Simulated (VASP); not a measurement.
CaS:

```
CELL_PARAMETERS angstrom
0.00000 2.85916 2.85916
2.85916 0.00000 2.85916
2.85916 2.85916 0.00000
ATOMIC_POSITIONS crystal
Ca 0.00000 0.00000 0.00000
S 0.50000 0.50000 0.50000
```

The cell was built by a generator and needn't be a form met in nature.

Program: VASP 6.6.1. Alike in all runs: task band structure; potentials or basis VASP PAW PBE potentials, release 64 (Ca_sv, S); no spin polarisation; cell as given; cutoff (eV) 520; smearing gaussian 0.02 eV.

Question: Order these runs on this cell by their band gap on the k mesh, lowest first.
A. level HSE06; k mesh 6 × 6 × 6; further INCAR settings ALGO = Normal; EDIFF = 1e-06; grid for exact exchange (PRECFOCK) Fast; screening parameter 0.2 1/A
B. level PBE0; k mesh 6 × 6 × 6; further INCAR settings ALGO = Normal; EDIFF = 1e-06; grid for exact exchange (PRECFOCK) Fast; exchange at q = 0 truncated
C. level PBE; k mesh 8 × 8 × 8; further INCAR settings ALGO = Fast; EDIFF = 1e-06

Answer: C (2.38 eV), A (3.45 eV), B (4.13 eV).

